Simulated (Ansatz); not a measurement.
`B[CH2][GeH3]` + `OCCO` → `BOCCO` + `[CH3][GeH3]`  (ligand exchange at a B–C bond)

Program: Ansatz. Geometries: PBE0-D4/def2-TZVP. ΔE: electronic, gas phase. CCSD(T)/CBS adds triple-zeta CCSD(T) − MP2 to the extrapolated MP2 energy (def2 sets, frozen cores). This one scheme is used for every species. DFT in def2-TZVPP. B3LYP here is the variant with VWN-RPA as its local correlation; programs differ in this. For Ge outer-core shells are correlated without core-valence functions, which leaves a few kJ/mol of doubt a bond. Scalar relativity is left out up to krypton. Each species was taken in one conformer, which may not be the lowest.

| level | ΔE (kJ/mol) | difference from CCSD(T)/CBS |
| --- | --- | --- |
| PBE-D4 | -114.3 | 3.9 |
| r2SCAN-D4 | -117.6 | 0.6 |
| PBE0-D4 | -114.1 | 4.1 |
| B3LYP-D4 | -123.8 | -5.6 |
| ωB97X-V | -120.4 | -2.2 |
| ωB97M-V | -119.1 | -0.9 |
| B2PLYP | -125.0 | -6.8 |
| PBE | -115.6 | 2.6 |
| r2SCAN | -117.6 | 0.6 |
| PBE0 | -115.1 | 3.1 |
| B3LYP | -126.1 | -7.9 |
| HF/def2-TZVPP | -131.6 | -13.4 |
| MP2/def2-TZVPP | -118.8 | -0.6 |
| SCS-MP2/def2-TZVPP | -122.6 | -4.4 |
| CCSD/def2-TZVPP | -121.0 | -2.8 |
| CCSD(T)/def2-TZVPP | -120.2 | -2.0 |
| HF/def2-QZVPP | -132.5 | -14.3 |
| MP2/def2-QZVPP | -117.9 | 0.3 |
| SCS-MP2/def2-QZVPP | -121.9 | -3.7 |
| HF/CBS(def2) | -132.6 | -14.4 |
| MP2/CBS(def2) | -116.7 | 1.5 |
| CCSD/CBS(def2) | -118.9 | -0.7 |
| CCSD(T)/CBS | -118.2 | 0 |

Largest T1 diagnostic among the species: 0.013.

In def2-TZVPP, CCSD(T) changes the Hartree–Fock value by +11.3 kJ/mol (the triples alone add +0.8 kJ/mol) and MP2 by +12.8 kJ/mol.

CCSD(T)/CBS has its own doubt, a few kJ/mol and more with outer-core shells, so smaller differences from it don't rank the levels.
